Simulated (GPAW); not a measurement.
# AlN (P6_3mc) in GPAW: further runs

Runs on AlN. Level: PBE. Tasks: equation of state.

Program: GPAW 26.7.0. These are calculated values, not measurements. Logs are shortened: lines on timing, memory, paths and dates and some standing lists are left out, and cuts for length are marked. The log counts tension as positive stress, the text compression.

## 1. The crystal as given

It takes space group P6_3mc (No. 186, hexagonal). Conventional cell: a = 3.113 Å, b = 3.113 Å, c = 4.981 Å, α = 90.00°, β = 90.00°, γ = 120.00°. Around Al (site symmetry 3m) lie 4 N at 1.89 Å. N (site symmetry 3m) is surrounded by 4 Al at 1.89 Å.

## 2. Equation of state, PBE

Contents of run.py:

```python
from ase.eos import EquationOfState
from ase.io import Trajectory, read
from ase.units import GPa
from gpaw import GPAW, PW, setup_paths

setup_paths.insert(0, '.')

atoms = read('AlN.xyz')

traj = Trajectory('eos.traj', 'w')
volumes, energies = [], []
for x in [0.94, 0.96, 0.98, 1.0, 1.02, 1.04, 1.06]:
    a = atoms.copy()
    a.set_cell(atoms.cell * x**(1 / 3), scale_atoms=True)
    calc = GPAW(mode=PW(800),
                xc='PBE',
                kpts={'size': (7, 7, 4), 'gamma': True},
                occupations={'name': 'fermi-dirac', 'width': 0.05},
                setups={'Al': 'jth', 'N': 'jth'},
                nbands=-10,
                convergence={'density': 1e-05, 'energy': 1e-05},
                maxiter=150,
                txt=f'eos-{x:.2f}.txt')
    a.calc = calc
    energies.append(a.get_potential_energy(force_consistent=True))
    volumes.append(a.get_volume())
    p = -a.get_stress()[:3].mean() / GPa
    calc.write(f'eos-{x:.2f}.gpw')
    traj.write(a)
    print(f'{x:.2f} {volumes[-1]:10.4f} A^3 {energies[-1]:14.6f} eV {p:9.3f} GPa', flush=True)

v0, e0, B = EquationOfState(volumes, energies, eos='birchmurnaghan').fit()
print(f'V0 = {v0:.4f} A^3, E0 = {e0:.6f} eV, B0 = {B / GPa:.2f} GPa')
```

Contents of AlN.xyz:

```xyz
4
Lattice="3.1130000000 0.0000000000 0.0000000000 -1.5565000000 2.6959370820 0.0000000000 0.0000000000 0.0000000000 4.9810000000" Properties=species:S:1:pos:R:3 pbc="T T T"
Al     1.5565000002      0.8986456939      2.4905000000
Al    -0.0000000002      1.7972913881      0.0000000000
N      1.5565000002      0.8986456939      4.3832800000
N     -0.0000000002      1.7972913881      1.8927800000
```

Potentials or basis: JTH PAW 2.0, PBE, pw.

The run is started by

```
> OMP_NUM_THREADS=1 python run.py
```

The program printed:

```text
__  _  _
 | _ |_)|_||  |
 |__||  | ||/\| - 26.7.0

Input parameters:
  mode=PW(ecut=800.0),
  convergence={'density': 1e-05, 'energy': 1e-05},
  kpts=MonkhorstPack(size=(7, 7, 4), gamma=True),
  maxiter=150,
  nbands=-10,
  occupations=Occupations(name='fermi-dirac', width=0.05),
  setups={'Al': 'jth', 'N': 'jth'},
  xc=XC(name='PBE')

Diagonalizing LCAO Hamiltonian
Converting LCAO to pw mode

           N

           Al
        N

        Al

Atoms  # Å, Bohr magnetons
|   | symbol |         x |        y |        z |    initial magnetic moments |
|---|--------|-----------|----------|----------|-----------------------------|
| 0 |     Al |  1.524726 | 0.880301 | 2.439659 | ( 0.0000,  0.0000,  0.0000) |
| 1 |     Al | -0.000000 | 1.760602 | 0.000000 | ( 0.0000,  0.0000,  0.0000) |
| 2 |      N |  1.524726 | 0.880301 | 4.293800 | ( 0.0000,  0.0000,  0.0000) |
| 3 |      N | -0.000000 | 1.760602 | 1.854141 | ( 0.0000,  0.0000,  0.0000) |

Unit cell  # Å
| periodic |         x |        y |        z |  lengths |     angles |
|----------|-----------|----------|----------|----------|------------|
|      yes |  3.049452 | 0.000000 | 0.000000 | 3.049452 |  90.000000 |
|      yes | -1.524726 | 2.640903 | 0.000000 | 3.049452 |  90.000000 |
|      yes |  0.000000 | 0.000000 | 4.879318 | 4.879318 | 120.000000 |

Number of symmetries: 6
Symmetry operations  # r_c * U_cc + t_c -> r_c
|   | kind |            matrix            |
|---|------|------------------------------|
| 0 |  σ   |  1, 1, 0,  0,-1, 0,  0, 0, 1 |
| 1 |  E   |  1, 0, 0,  0, 1, 0,  0, 0, 1 |
| 2 |  C3  |  0, 1, 0, -1,-1, 0,  0, 0, 1 |
| 3 |  σ   |  0,-1, 0, -1, 0, 0,  0, 0, 1 |
| 4 |  σ   | -1, 0, 0,  1, 1, 0,  0, 0, 1 |
| 5 |  C3  | -1,-1, 0,  1, 0, 0,  0, 0, 1 |

BZ-sampling:
  Number of BZ points: 196
  Number of IBZ points: 28

  Monkhorst-Pack size: [7, 7, 4]
  Monkhorst-Pack shift: [0.0, 0.0, 0.125]

K-points  # in reciprocal-cell coordinates
|     |                                coordinates |     weight |
|-----|--------------------------------------------|------------|
|   0 | (  0.00000000,   0.00000000,   0.00000000) | 0.00510204 |
|   1 | (  0.00000000,   0.00000000,   0.25000000) | 0.01020408 |
|   2 | (  0.00000000,   0.00000000,   0.50000000) | 0.00510204 |
|   3 | (  0.14285714,   0.00000000,  -0.25000000) | 0.03061224 |
|   4 | (  0.14285714,   0.00000000,   0.00000000) | 0.03061224 |
|   5 | (  0.14285714,   0.00000000,   0.25000000) | 0.03061224 |
|   6 | (  0.14285714,   0.00000000,   0.50000000) | 0.03061224 |
|   7 | (  0.28571429,  -0.14285714,   0.00000000) | 0.03061224 |
|   8 | (  0.28571429,  -0.14285714,   0.25000000) | 0.06122449 |
|   9 | (  0.28571429,  -0.14285714,   0.50000000) | 0.03061224 |
| ... |                                            |            |
|  27 | (  0.42857143,   0.42857143,   0.50000000) | 0.03061224 |

Plane wave coefficients: 2028
Cutoff: 800.0 eV

Spin-components: 1 (collinear spins)
Bands:           18
Projectors:      16
Spin-degeneracy: 2
Datatype:        complex128

Parallelization:
  kpt:    1
  domain: 1
  band:   1

Density:
  Valence electrons: 16.0
  Components: 1
  Grid points: [20 20 32]
  Charge: 0.0  # |e|

Potential:
  Grid points: [20 20 32]

species:
  Al:
    name:    Aluminium
    Z:       13.0
    valence: 3
    core:    10
    charge:  0.0  # [|e|]
    compensation charges:
      type: sinc
      rc: 0.85  # [Å]
      lmax: 2
    cutoffs:
      filter: 1.01  # [Å]
      core: 2.44  # [Å]
    projectors
    | kind |    occ | energy [eV] | rcut [Å] |
    |------|--------|-------------|----------|
    |   3s |  2.000 |      -7.753 |    1.007 |
    |    s |        |      40.817 |    1.007 |
    |   3p |  1.000 |      -2.712 |    1.007 |
    |    p |        |      54.423 |    1.007 |

    Using partial waves for Al as LCAO basis

  N:
    name:    Nitrogen
    Z:       7.0
    valence: 5
    core:    2
    charge:  0.0  # [|e|]
    compensation charges:
      type: sinc
      rc: 0.53  # [Å]
      lmax: 2
    cutoffs:
      filter: 0.64  # [Å]
      core: 0.98  # [Å]
    projectors
    | kind |    occ | energy [eV] | rcut [Å] |
    |------|--------|-------------|----------|
    |   2s |  2.000 |     -18.583 |    0.585 |
    |    s |        |      27.211 |    0.585 |
    |   2p |  3.000 |      -7.090 |    0.638 |
    |    p |        |      29.933 |    0.585 |

    Using partial waves for N as LCAO basis

Reference energy: -16171.058783  # eV

eigensolver:
  PPCG
  Converge bands: occupied
  niter=2

density mixing:
  MSR1-Mixer
  Pratt-step length: 0.05
  Maximum mixing coefficient: 0.75
  Old densities: 10
  SVD Regularization: 0.005
  Good broyden scale: 1.0
  Trust region scale: 1.0
  Backstep threshold: 4.0
  History deletion threshold: 6.0
  Fourier metric: weight=20.0, sigma=0.015

occupation numbers:
  Fermi-Dirac:
    width: 0.0500  # eV

poisson solver:
  ecut: 6400.0  # eV

xc functional:
  name: PBE with 2 nearest neighbor stencil

convergence criteria:
- Maximum integral of absolute [dens]ity change: 1e-05 electrons / valence electron
- Maximum [total energy] change in last 3 cyles: 1e-05 eV / valence electron
- Maximum integral of absolute [eigenst]ate change: 4e-08 eV^2 / valence electron
maximum number of iterations: 150

SCF iterations
|iter     | |      energy | eigst |  dens |
|---------|-|-------------|-------|-------|
|iter:   1| |  -33.862908 | +0.13 |       |
|iter:   2| |  -32.804305 | -1.61 | -0.56 |
|iter:   3| |  -29.545196 | -0.53 | -0.61 |
|iter:   4| |  -29.549180 | -2.68 | -1.25 |
|iter:   5| |  -29.554129 | -3.30 | -1.56 |
|iter:   6| |  -29.554226 | -5.26 | -2.77 |
|iter:   7| |  -29.554242c| -6.31 | -3.19 |
|iter:   8| |  -29.554242c| -7.66c| -4.36 |
|iter:   9| |  -29.554242c| -7.73c| -4.64 |
|iter:  10| |  -29.554242c| -8.22c| -5.03c|

Converged in 10 steps
Energy contributions relative to reference atoms: (reference = -16171.058783)

Energy contributions:
  Kinetic:          43.989916
  Coulomb:         -36.321261
  Zero:             -0.434854
  External:          0.000000
  Xc:              -36.788043
  Entropy:          -0.000000
  Spinorbit:         0.000000
  ----------------------------
  Free energy:     -29.554242
  Extrapolated:    -29.554242

dipole moment: (0.000035, 0.000061, -7.297080)  # |e|*Ang

Fermi level: 7.367
Eigenvalues  # (at kpt = [0.000, 0.000, 0.000])
| band index |      eig [eV] | occ [0-2] |
|------------|---------------|-----------|
|          0 |        -9.147 |     2.000 |
|          1 |        -6.799 |     2.000 |
|          2 |         0.136 |     2.000 |
|          3 |         5.547 |     2.000 |
|          4 |         5.547 |     2.000 |
|          5 |         6.216 |     2.000 |
[... 8 lines left out ...]
|         14 |        20.145 |     0.000 |
|         15 |        20.149 |     0.000 |
|        ... |               |           |
|         17 |        21.659 |     0.000 |

Gap: 4.757 eV
Transition (v -> c):
  (s=0, k=0, n=7, [0.00, 0.00, 0.00]) -> (s=0, k=0, n=8, [0.00, 0.00, 0.00])
No difference between direct/indirect transitions

Stress tensor  # eV/Ang^3
|         x |         y |         z |
|-----------|-----------|-----------|
| -0.113133 |  0.000000 |  0.000000 |
|  0.000000 | -0.113133 | -0.000000 |
|  0.000000 | -0.000000 | -0.120715 |

# Writing to eos-0.94.gpw (mode='')
```

stdout:

```text
0.94    39.2946 A^3     -29.554242 eV    18.531 GPa
0.96    40.1307 A^3     -29.638328 eV    13.140 GPa
0.98    40.9667 A^3     -29.695768 eV     8.260 GPa
1.00    41.8028 A^3     -29.728039 eV     3.830 GPa
1.02    42.6389 A^3     -29.738994 eV    -0.198 GPa
1.04    43.4749 A^3     -29.730567 eV    -3.870 GPa
1.06    44.3110 A^3     -29.702875 eV    -7.182 GPa
V0 = 42.6628 A^3, E0 = -29.739206 eV, B0 = 194.04 GPa
```

eos-0.98.txt:

```text
SCF iterations
|iter     | |      energy | eigst |  dens |
|---------|-|-------------|-------|-------|
|iter:   1| |  -33.833250 | +0.11 |       |
|iter:   2| |  -32.798577 | -1.61 | -0.56 |
|iter:   3| |  -29.686610 | -0.55 | -0.61 |
|iter:   4| |  -29.690622 | -2.69 | -1.24 |
|iter:   5| |  -29.695652 | -3.27 | -1.55 |
|iter:   6| |  -29.695749 | -5.24 | -2.76 |
[... 43 lines left out ...]
|         17 |        20.949 |     0.000 |

Gap: 4.384 eV
Transition (v -> c):
  (s=0, k=0, n=7, [0.00, 0.00, 0.00]) -> (s=0, k=0, n=8, [0.00, 0.00, 0.00])
No difference between direct/indirect transitions

Stress tensor  # eV/Ang^3
|         x |         y |         z |
|-----------|-----------|-----------|
| -0.048373 |  0.000000 |  0.000000 |
|  0.000000 | -0.048373 |  0.000000 |
|  0.000000 | -0.000000 | -0.057916 |

# Writing to eos-0.98.gpw (mode='')
```

Wall time 2.4 min (1 thread of Arm Neoverse V1, shared host); peak memory 0.26 GiB.

Results:

| Quantity | Value |
| --- | --- |
| Equilibrium volume | 10.67 Å³/atom |
| Bulk modulus at fixed shape and positions | 194 GPa |
| Pressure derivative of the bulk modulus | 4.1 (rough: it moves with the points fitted) |

Energy against volume, from the lowest point:
```csv
volume (Å³/atom),energy (meV/atom)
9.824,46.19
10.033,25.17
10.242,10.81
10.451,2.74
10.660,0.00
10.869,2.11
11.078,9.03
```

Caveat: the program truncates these outside data sets; the cell was scaled at fixed shape and fractional positions, which overstates the stiffness of a crystal with free parameters, most of all of layers and chains.

## 3. Equation of state, PBE

Contents of run.py:

```python
from ase.eos import EquationOfState
from ase.io import Trajectory, read
from ase.units import GPa
from gpaw import GPAW

atoms = read('POSCAR')

traj = Trajectory('eos.traj', 'w')
volumes, energies = [], []
for x in [0.94, 0.96, 0.98, 1.0, 1.02, 1.04, 1.06]:
    a = atoms.copy()
    a.set_cell(atoms.cell * x**(1 / 3), scale_atoms=True)
    calc = GPAW(mode='lcao',
                h=0.18,
                basis='sz(dzp)',
                xc='PBE',
                kpts={'size': (7, 7, 4), 'gamma': True},
                occupations={'name': 'fermi-dirac', 'width': 0.05},
                convergence={'density': 1e-05, 'energy': 1e-05},
                maxiter=150,
                txt=f'eos-{x:.2f}.txt')
    a.calc = calc
    energies.append(a.get_potential_energy(force_consistent=True))
    volumes.append(a.get_volume())
    calc.write(f'eos-{x:.2f}.gpw')
    traj.write(a)
    print(f'{x:.2f} {volumes[-1]:10.4f} A^3 {energies[-1]:14.6f} eV', flush=True)

v0, e0, B = EquationOfState(volumes, energies, eos='birchmurnaghan').fit()
print(f'V0 = {v0:.4f} A^3, E0 = {e0:.6f} eV, B0 = {B / GPa:.2f} GPa')
```

Contents of POSCAR:

```
AlN
1.0
    3.1130000000      0.0000000000      0.0000000000
   -1.5565000000      2.6959370820      0.0000000000
    0.0000000000      0.0000000000      4.9810000000
Al N
2 2
Direct
    0.6666666667      0.3333333333      0.5000000000
    0.3333333333      0.6666666667      0.0000000000
    0.6666666667      0.3333333333      0.8800000000
    0.3333333333      0.6666666667      0.3800000000
```

Potentials or basis: GPAW PAW data sets (gpaw-data 1.2.1), lcao:sz(dzp).

The run is started by

```
> OMP_NUM_THREADS=1 python run.py
```

Wall time 2.7 min (1 thread of Arm Neoverse V2, shared host); peak memory 0.2 GiB.

These settings aren't checked as converged: the numbers below hold their error.

Results:

```yaml
Equilibrium_volume: "11.27 Å³/atom (rough: see the caveat)"
Bulk_modulus_at_fixed_shape_and_positions: 174 GPa (rough)
```

Caveat: the minimum lies outside the volumes run; the cell was scaled at fixed shape and fractional positions, which overstates the stiffness of a crystal with free parameters, most of all of layers and chains; the basis of atomic orbitals isn't converged, which shifts pressures, moduli and gaps.
